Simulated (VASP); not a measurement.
Crystal: AlAs.

```xyz
2
Lattice="0.0000 2.8304 2.8304 2.8304 0.0000 2.8304 2.8304 2.8304 0.0000" Properties=species:S:1:pos:R:3 pbc="T T T"
Al    0.0000    0.0000    0.0000
As    1.4152    1.4152    1.4152
```

The cell was built by a generator and needn't be a form met in nature.

* Program: VASP 6.6.1
* Task: relaxation of cell and atoms
* Functional: PBE
* Potentials or basis: VASP PAW PBE potentials, release 64 (Al, As)
* Cutoff: 600 eV
* k mesh: 10 × 10 × 10
* Occupations: gaussian, width 0.03 eV
* Spin: no spin polarisation

At the start: pressure 2.8 GPa; volume 22.67 Å³/atom.

Task: How do energy, volume and symmetry change on relaxing?

Result: Over 3 steps the energy falls by 7.3 meV/atom and the volume is 23.55 Å³/atom (+3.9 %); space group F-43m (No. 216, to 0.05 Å).

The path:
| step | energy change (eV) | largest force (eV/Å) | pressure (GPa) | volume (Å³) |
| --- | --- | --- | --- | --- |
| 1 | 0.0000 | 0.0000 | 2.78 | 45.35 |
| 2 | -0.0113 | 0.0000 | -1.19 | 47.98 |
| 3 | -0.0146 | 0.0000 | 0.01 | 47.10 |

Final structure:
```
Al As
1.0
     0.00000    2.86634    2.86634
     2.86634    0.00000    2.86634
     2.86634    2.86634    0.00000
Al As
1 1
Direct
  0.00000 0.00000 0.00000
  0.25000 0.25000 0.25000
```
